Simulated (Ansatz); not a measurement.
## Phases of Se at 460 GPa

Structure types of Se are relaxed in primitive cells with their symmetry kept at 460 GPa, first on PAW files, then by LAPW. The enthalpy is E + pV at zero temperature, without zero-point motion. Only the types listed were tried, and differences under about 5 meV/atom are mesh noise. Not among the end structures: fcc, which may lie lower.

Computed with Ansatz 0.2.0; functional PBE, scalar-relativistic. Settings: Fermi–Dirac smearing of 0.1 eV, no spin polarisation. Methods: LAPW: all electrons, basis error target 0.5 meV/atom; PAW: frozen-core files, cutoff 420 eV.

k meshes: bcc 21×21×21, hcp 19×19×10, sc 18×18×18, beta tin 20×20×20, diamond 15×15×15.

```
start type             ends as          a, b, c (Å)  V (Å³/atom)  H − H(lowest), LAPW (meV/atom)
       bcc          bcc, Im-3m  2.550, 2.550, 2.550         8.29                             7.5
       hcp       hcp, P6_3/mmc  2.309, 2.309, 3.591         8.29                             0.0
        sc           sc, Pm-3m  2.053, 2.053, 2.053         8.65                               ?
  beta tin  beta tin, I4_1/amd  4.006, 4.006, 2.131         8.55                          1390.0
   diamond      diamond, Fd-3m  4.285, 4.285, 4.285         9.83                               ?
```

Question: Fill in "H − H(lowest), LAPW (meV/atom)" for the row "diamond".

Answer: 8006.6.

Question: Fill in "H − H(lowest), LAPW (meV/atom)" for the row "sc".

Answer: 1859.7.
